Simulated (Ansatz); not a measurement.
Runs of Ansatz 0.2.0 on Ni. It takes space group Fm-3m (No. 225, cubic). Conventional cell: a = 3.475 Å, b = 3.475 Å, c = 3.475 Å, α = 90.00°, β = 90.00°, γ = 90.00°. Around Ni (site symmetry m-3m) lie 12 Ni at 2.46 Å. 

| task | level | potentials or basis | U | cutoff (eV) | smearing | basis error allowed | gap on the mesh (eV) | pressure (GPa) | moment (μB) |
| --- | --- | --- | --- | --- | --- | --- | --- | --- | --- |
| density of states | PBEsol+U | all-electron LAPW, scalar-relativistic | Ni d U = 2 eV | 320 | fermi-dirac 0.05 eV | 0.001 eV/atom | none | -2.4 | 0.63 |
| density of states | PBEsol+U | all-electron LAPW, scalar-relativistic | Ni d U = 8 eV | 320 | fermi-dirac 0.05 eV | 0.001 eV/atom | none | 33.4 | 0.95 |
| band structure | PBEsol | all-electron PAW datasets made for the crystal | - | 340 | fermi-dirac 0.05 eV | - | - | -2.4 | 0.63 |
| band structure | PBEsol | all-electron LAPW, non-relativistic | - | 320 | fermi-dirac 0.05 eV | 0.001 eV/atom | - | 2.3 | 0.62 |
| band structure | PBEsol | all-electron LAPW, scalar-relativistic | - | 320 | fermi-dirac 0.05 eV | 0.001 eV/atom | - | -2.4 | 0.63 |
| band structure | PBEsol | all-electron LAPW, inner shells corrected to Dirac's equation | - | 320 | fermi-dirac 0.05 eV | 0.001 eV/atom | - | -2.4 | 0.63 |
| single point | RPBE | all-electron LAPW, scalar-relativistic | - | 320 | gaussian 0.05 eV | 0.001 eV/atom | none | (a) | 0.64 |
| density of states | PBEsol | all-electron LAPW, scalar-relativistic | - | 320 | fermi-dirac 0.05 eV | 0.001 eV/atom | none | -2.4 | 0.63 |

Alike in all rows: spin collinear, ferromagnetic start; cell as given; k mesh 13 × 13 × 13.

Question: Estimate the missing entries.

Answer: (a) 13.8.

Caveats: the magnetic state may not be the lowest (some runs); U is the effective U less J, on atomic orbitals that reach past the spheres (some runs); the U is typed as a test and isn't derived for this compound (some runs); a pressure of tens of GPa on the cell as given is suspect, and the run, the potentials or the cell itself is likely at fault (some runs); the program warned that the printed levels may be off, so bands, gaps and densities of states are rough (some runs).

A gap of «none» marks a metal or a gap under the smearing width.

Runs at the PBE level aren't shown here.
